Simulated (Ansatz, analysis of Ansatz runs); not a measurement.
# Charge-transition level of substitutional P in diamond (PBEsol)

Subject: substitutional P in diamond. Wanted: its charge-transition level, in one set-up (PBEsol, 64-site cell, PBEsol lattice, 420 eV, k: the single point 1/4 1/4 1/4 then 2x2x2 shifted 0.5 0.5 0.5). The model is a cell of 64 host atoms with 1 C taken out and 1 P put in. The level is the Fermi energy at which two charge states have equal formation energy, after a correction for the images of the charge. A local or semilocal functional is the cheapest first rung.

**The experiment.** (+1/0) level below the conduction-band bottom: 0.6 eV, by known donor activation energy used as empirical marker; method not stated in the paper (quoted in “Hunting the elusive shallow n-type donor – An ab initio study of Li and N co-doped diamond”, 2021, S. Conejeros et al., quoting earlier work (2000)). (+1/0) level below the conduction-band bottom: 0.62 eV, by donor ionization energy (cited; method not stated) (quoted in “Phosphorescence and donor-acceptor pair recombination in laboratory-grown diamonds”, 2023, Jiahui Zhao et al., quoting earlier work (2013)).

Calculated with Ansatz 0.2.0; plane-wave PAW DFT, PBEsol; relaxation of all atoms of a defect supercell.

Most raw output is cut from this account.

## (1) Set-up

The cell holds 64 atoms: 63 C and 1 P. Cell: a = 7.108 Å, b = 7.108 Å, c = 7.108 Å, α = 90.0°, β = 90.0°, γ = 90.0°. It derives from C (space group Fd-3m). Nearest the centre at fractional (0.375, 0.375, 0.375): P8 at 0.00 Å, C49 at 1.54 Å, C27 at 1.54 Å, C4 at 1.54 Å, C42 at 1.54 Å, C53 at 2.51 Å, C38 at 2.51 Å, C23 at 2.51 Å. The cell carries charge +1.

The host's primitive cell comes from a first run (plane-wave PAW DFT, PBEsol; relaxation of the host's cell and atoms): vectors of 2.513, 2.513 and 2.513 Å. That is 5.61 Å³ an atom, 1.1 % under the diffraction cell's volume. The supercell is built on it.

## (2) Relaxation, charge +1

Every later number rests on the structure around the defect, so the atoms are relaxed at the host's lattice first.

Contents of relax0/input.yaml:

```yaml
relax:
  f_tol: 0.02
  max_steps: 80
  random_displacement: { amplitude: 0.05, seed: 787 }
crystal:
  lattice:
    - [7.10761702, 0.0, 0.0]
    - [0.0, 7.10761702, 0.0]
    - [0.0, 0.0, 7.10761702]
  atoms:
    - { symbol: C, position: [0.0, 0.0, 0.25] }
    - { symbol: C, position: [0.0, 0.25, 0.0] }
    - { symbol: C, position: [0.25, 0.0, 0.0] }
    - { symbol: C, position: [0.25, 0.25, 0.25] }
    - { symbol: C, position: [0.125, 0.125, 0.375] }
    - { symbol: C, position: [0.125, 0.375, 0.125] }
    - { symbol: C, position: [0.375, 0.125, 0.125] }
    - { symbol: P, position: [0.375, 0.375, 0.375] }
    - { symbol: C, position: [0.0, 0.0, 0.75] }
    - { symbol: C, position: [0.0, 0.25, 0.5] }
    - { symbol: C, position: [0.25, 0.0, 0.5] }
    - { symbol: C, position: [0.25, 0.25, 0.75] }
    - { symbol: C, position: [0.125, 0.125, 0.875] }
    - { symbol: C, position: [0.125, 0.375, 0.625] }
    - { symbol: C, position: [0.375, 0.125, 0.625] }
    - { symbol: C, position: [0.375, 0.375, 0.875] }
    - { symbol: C, position: [0.0, 0.5, 0.25] }
    - { symbol: C, position: [0.0, 0.75, 0.0] }
    - { symbol: C, position: [0.25, 0.5, 0.0] }
    - { symbol: C, position: [0.25, 0.75, 0.25] }
    - { symbol: C, position: [0.125, 0.625, 0.375] }
    - { symbol: C, position: [0.125, 0.875, 0.125] }
    - { symbol: C, position: [0.375, 0.625, 0.125] }
    - { symbol: C, position: [0.375, 0.875, 0.375] }
    - { symbol: C, position: [0.0, 0.5, 0.75] }
    - { symbol: C, position: [0.0, 0.75, 0.5] }
    - { symbol: C, position: [0.25, 0.5, 0.5] }
    - { symbol: C, position: [0.25, 0.75, 0.75] }
    - { symbol: C, position: [0.125, 0.625, 0.875] }
    - { symbol: C, position: [0.125, 0.875, 0.625] }
    - { symbol: C, position: [0.375, 0.625, 0.625] }
    - { symbol: C, position: [0.375, 0.875, 0.875] }
    - { symbol: C, position: [0.5, 0.0, 0.25] }
    - { symbol: C, position: [0.5, 0.25, 0.0] }
    - { symbol: C, position: [0.75, 0.0, 0.0] }
    - { symbol: C, position: [0.75, 0.25, 0.25] }
    - { symbol: C, position: [0.625, 0.125, 0.375] }
    - { symbol: C, position: [0.625, 0.375, 0.125] }
    - { symbol: C, position: [0.875, 0.125, 0.125] }
    - { symbol: C, position: [0.875, 0.375, 0.375] }
    - { symbol: C, position: [0.5, 0.0, 0.75] }
    - { symbol: C, position: [0.5, 0.25, 0.5] }
    - { symbol: C, position: [0.75, 0.0, 0.5] }
    - { symbol: C, position: [0.75, 0.25, 0.75] }
    - { symbol: C, position: [0.625, 0.125, 0.875] }
    - { symbol: C, position: [0.625, 0.375, 0.625] }
    - { symbol: C, position: [0.875, 0.125, 0.625] }
    - { symbol: C, position: [0.875, 0.375, 0.875] }
    - { symbol: C, position: [0.5, 0.5, 0.25] }
    - { symbol: C, position: [0.5, 0.75, 0.0] }
    - { symbol: C, position: [0.75, 0.5, 0.0] }
    - { symbol: C, position: [0.75, 0.75, 0.25] }
    - { symbol: C, position: [0.625, 0.625, 0.375] }
    - { symbol: C, position: [0.625, 0.875, 0.125] }
    - { symbol: C, position: [0.875, 0.625, 0.125] }
    - { symbol: C, position: [0.875, 0.875, 0.375] }
    - { symbol: C, position: [0.5, 0.5, 0.75] }
    - { symbol: C, position: [0.5, 0.75, 0.5] }
    - { symbol: C, position: [0.75, 0.5, 0.5] }
    - { symbol: C, position: [0.75, 0.75, 0.75] }
    - { symbol: C, position: [0.625, 0.625, 0.875] }
    - { symbol: C, position: [0.625, 0.875, 0.625] }
    - { symbol: C, position: [0.875, 0.625, 0.625] }
    - { symbol: C, position: [0.875, 0.875, 0.875] }
  host:
    repeats: [2, 2, 2]
    atoms:
      - { symbol: C, position: [0.0, 0.0, 0.5] }
      - { symbol: C, position: [0.0, 0.5, 0.0] }
      # ... 6 more atoms of the perfect host
total_charge: 1
basis:
  ecutwfc: 420
  xc_grid: 2
hamiltonian:
  xc: pbesol
kpoints:
  mp_grid: { grid: [1, 1, 1], shift: [0.25, 0.25, 0.25] }
scf:
  occupations: { method: fermi_dirac, width: 0.01 }
  max_iter: 120
output:
  forces: true
  charged_corrections:
    epsilon: 5.87
    static_epsilon: 5.87
    defect_position: [0.375, 0.375, 0.375]
checkpoint:
  write: "../relax0.run"
  compress: false
  write_wavefunctions: true
  write_every: 100000
```

On the command line:

```
ansatz run input.yaml --threads 2 --pin off --max-ram 3768MiB --backend cpu --events-out ev --progress --plain --runs-dir out
```

The job ended after 17 s (2 threads of Intel Xeon Platinum 8375C at 2.90GHz (Ice Lake), shared host; peak memory 0.75 GiB; 33 s of CPU time).

Relaxation path:

```csv
step,energy less that of the first step (eV),largest force component (eV/Å)
1,0.0000,9.8753
2,-5.3777,4.2891
3,-6.8395,0.2131
4,-6.8450,0.0569
5,-6.8452,0.0239
6,-6.8452,0.0072
```

The atoms that moved most (Å, from the sites as typed, ahead of the random displacement, the mean shift of all atoms taken out):

```csv
atom,dx,dy,dz,length
C4,-0.092,-0.092,-0.092,0.159
C27,-0.088,0.088,0.088,0.153
C42,0.088,-0.088,0.088,0.153
C49,0.088,0.088,-0.088,0.153
C31,0.001,0.030,0.030,0.042
C46,0.030,0.001,0.030,0.042
C53,0.030,0.030,0.001,0.042
C21,-0.027,0.029,0.003,0.040
```

Neighbours of P8 at the end:

```csv
atom,distance (Å)
C27,1.692
C42,1.692
C49,1.692
C4,1.696
C5,2.552
C6,2.552
C7,2.552
C14,2.553
C15,2.553
C21,2.553
C37,2.553
C23,2.553
C38,2.553
C31,2.556
C46,2.556
C53,2.556
```

Numbers from this step:

```
free energy : -16291.3054 eV
```

The other runs of this kind differ in structure, charge or spin alone:

```csv
run,outcome,energy less the first (eV),moment (μB),time
"relaxation, charge +1",converged,0.0000,0.00,17 s
"relaxation, charge 0",converged,18.0365,1.00,66 s
```

The relaxation ends 107 meV an atom lower than the displaced start, with a largest force component of 0.0072 eV/Å.

## (3) Single point, charge +1

The relaxed structure is kept, and the final numbers are taken at the final level and k-points.

This step: plane-wave PAW DFT, PBEsol; single point of a defect supercell.

Contents of point0/input.yaml:

```yaml
crystal:
  lattice:
    - [7.10761702, 0.0, 0.0]
    - [0.0, 7.10761702, 0.0]
    - [0.0, 0.0, 7.10761702]
  atoms:
    - { symbol: C, position: [-0.00304172, -0.00311063, 0.249093692] }
    - { symbol: C, position: [-0.003040814, 0.248566664, -0.002588741] }
[... 1 atom line left out ...]
    - { symbol: C, position: [0.236111163, 0.236038816, 0.236550661] }
[... 3 atom lines left out ...]
    - { symbol: P, position: [0.373894874, 0.373832012, 0.374385654] }
[... 12 atom lines left out ...]
    - { symbol: C, position: [0.120171676, 0.628103313, 0.374945574] }
[... 1 atom line left out ...]
    - { symbol: C, position: [0.374494155, 0.628094323, 0.12062539] }
[... 3 atom lines left out ...]
    - { symbol: C, position: [0.236648237, 0.511386442, 0.51190005] }
[... 3 atom lines left out ...]
    - { symbol: C, position: [0.3741591, 0.628131677, 0.628648102] }
[... 5 atom lines left out ...]
    - { symbol: C, position: [0.628170424, 0.120105524, 0.374942372] }
    - { symbol: C, position: [0.62816246, 0.374426789, 0.120629069] }
[... 3 atom lines left out ...]
    - { symbol: C, position: [0.511454332, 0.23658522, 0.511899264] }
[... 3 atom lines left out ...]
    - { symbol: C, position: [0.628196772, 0.374090583, 0.628647806] }
[... 2 atom lines left out ...]
    - { symbol: C, position: [0.51144005, 0.511372045, 0.237110606] }
[... 3 atom lines left out ...]
    - { symbol: C, position: [0.628191125, 0.628122591, 0.374607494] }
[... 10 atom lines left out ...]
    - { symbol: C, position: [0.874174091, 0.874105035, 0.874622976] }
  host:
    repeats: [2, 2, 2]
    atoms:
      - { symbol: C, position: [0.0, 0.0, 0.5] }
      - { symbol: C, position: [0.0, 0.5, 0.0] }
      # ... 6 more atoms of the perfect host
total_charge: 1
basis:
  ecutwfc: 420
  xc_grid: 2
hamiltonian:
  xc: pbesol
kpoints:
  mp_grid: { grid: [2, 2, 2], shift: [0.5, 0.5, 0.5] }
scf:
  occupations: { method: fermi_dirac, width: 0.01 }
  max_iter: 120
output:
  forces: true
  charged_corrections:
    epsilon: 5.87
    static_epsilon: 5.87
    defect_position: [0.375, 0.375, 0.375]
  eigenvalues: true
checkpoint:
  read: "../relax0.run"
  write: "../point0.run"
  compress: false
  write_wavefunctions: true
  write_every: 100000
```

Wall time 12 s (2 threads); peak memory 1 GiB; 22 s of CPU time.

Numbers from this step:

- free energy: -16291.2965 eV

The other runs of this kind differ in structure, charge or spin alone:

```csv
run,outcome,energy less the first (eV),moment (μB),time
"single point, charge +1",converged,0.0000,0.00,12 s
"single point, charge 0",converged,18.0931,1.00,34 s
```

## (4) Charge-transition levels

A charged cell feels its images and has its own zero of potential; this step corrects both and places the level between the host's band edges.

This step: place-levels on PBEsol runs: charge-transition levels with image-charge correction and potential alignment at the atomic sites.

Contents of levels.yaml:

```yaml
host:
  run: host.point.run
states: [point0.run, point1.run]
geometry_from:
  point0.run: relax0.run
  point1.run: relax1.run
  host.point.run: host.relax.run
```

On the command line:

```
ansatz place-levels levels.yaml -- --threads 2 --pin off --max-ram 3768MiB
```

The job ended after 0.14 s (2 threads).

This step gave:

```
gap : 3.980 eV
```

## (5) Summary of results

```
static dielectric constant used                   : 5.9
band gap of the host                              : 3.98 eV
(plus 1/0) level below the conduction-band bottom : 0.16 eV
time of the whole chain                           : 2.4 min on 2 threads
```

What this shows: (+1/0) level below the conduction-band bottom: computed 0.16 eV, measured 0.6 eV and 0.62 eV; 0.44 eV shallower than the nearest measurement. The level is counted in a gap of 3.98 eV, and the correction is screened by a dielectric constant of 5.9 from a linear-response run on the host (PBEsol). The bound state has a long tail, so in cells of 64 to 216 sites the impurity band still disperses by tenths of an eV and the level moves with cell and k-points. Levels hang on the band edges, which semilocal functionals place too close together. Limits: the periodic copies of the defect are only 7.1 Å apart.

[Logs are printed without paths, hosts, clocks, repeated set-up lines and the standing remarks that a program may print on its own settings, such as how far it seeks lower states.]

[Hosts, paths, dates, database ids (printed as entryN), source tags and the programs' standing remarks are cut or masked in the printed files.]

[For some hosts the program warned that the k-mesh of the response run may be too coarse for force constants and the static dielectric constant; such warnings are not shown here.]
